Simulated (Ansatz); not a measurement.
Sc (bcc type), DFT, PBE, all-electron LAPW, scalar-relativistic (Ansatz 0.2.0), on 1 thread of Arm Neoverse V2 (shared host).

Command: `ansatz run input.yaml --threads 1 --pin off --max-ram 3584MiB --backend cpu --events-out ev --progress --plain --runs-dir out`

```yaml
crystal:
  lattice:
    - [-1.6342356249, 1.6342356249, 1.6342356249]
    - [1.6342356249, -1.6342356249, 1.6342356249]
    - [1.6342356249, 1.6342356249, -1.6342356249]
  atoms:
    - { symbol: Sc, position: [0.0, 0.0, 0.0] }
kpoints:
  mp_grid: { grid: [17, 17, 17] }
scf:
  occupations: { method: fermi_dirac, width: 0.1 }
hamiltonian:
  xc: pbe
  pseudopotentials: { kind: all_electron, lapw: { basis_error: 0.0005 } }
output:
  forces: true
  stress: true
  eigenvalues: true
relax:
  f_tol: 0.005
  max_steps: 12
  cell: { p_target: 32.0, stress_tol: 0.03 }
```

(1) How large is the problem that the program sets up?

(2) About how long does it take?

Results:

(1) 165 irreducible k-points, 177 plane waves at Γ, 10 bands.

(2) 12 s of wall time for 7 SCF iterations over 1 geometries. Times on shared machines scatter by tens of per cent.
